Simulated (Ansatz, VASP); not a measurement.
**Two plane-wave programs on Sc**

The input INCAR:

```
PREC = Accurate
ENCUT = 520
EDIFF = 1E-6
ISMEAR = 0
SIGMA = 0.15
LREAL = F
LASPH = T
NELM = 100
ALGO = Fast
ISIF = 2
LWAVE = F
LCHARG = T
GGA = CA
LELF = T
LVHAR = T
NBANDS = 12
```

The input KPOINTS:

```
Automatic mesh
0
Gamma
  20 20 20
```

POSCAR

```
Sc
1.0
    0.0000000000      2.3968923594      2.0373585055
    2.3968923594      0.0000000000      2.0373585055
    2.3968923594      2.3968923594      0.0000000000
Sc
1
Direct
    0.0000000000      0.0000000000      0.0000000000
```

Input for Ansatz:

```yaml
crystal:
  lattice:
    - [0.0, 2.3968923594, 2.0373585055]
    - [2.3968923594, 0.0, 2.0373585055]
    - [2.3968923594, 2.3968923594, 0.0]
  atoms:
    - { symbol: Sc, position: [0.0, 0.0, 0.0] }
basis:
  ecutwfc: 420
kpoints:
  mp_grid: { grid: [20, 20, 20] }
hamiltonian:
  xc: lda
scf:
  occupations: { method: gaussian, width: 0.15 }
output:
  forces: true
  stress: true
  eigenvalues: true
```

Alike in both runs: task single point; functional LDA; k mesh 20 × 20 × 20; occupations gaussian, width 0.15 eV; no spin polarisation.

|  | VASP | Ansatz |
| --- | --- | --- |
| version | VASP 6.6.1 | Ansatz 0.2.0 |
| potentials or method | VASP PAW LDA potentials, release 64 (Sc_sv) | scalar-relativistic, plane waves, PAW |
| plane-wave cutoff (eV) | 520 | 420 |
| valence electrons in the cell | 11 | 11 |

```csv
,VASP,Ansatz,Ansatz less VASP
gap on the k mesh at the Fermi level (eV),none,none,-
pressure (GPa),-2.3,-2.3,-0.05
largest component of the traceless stress (GPa),2.25,2.24,-0.010
```

A gap of «none» marks a metal or a gap that the smearing closes.
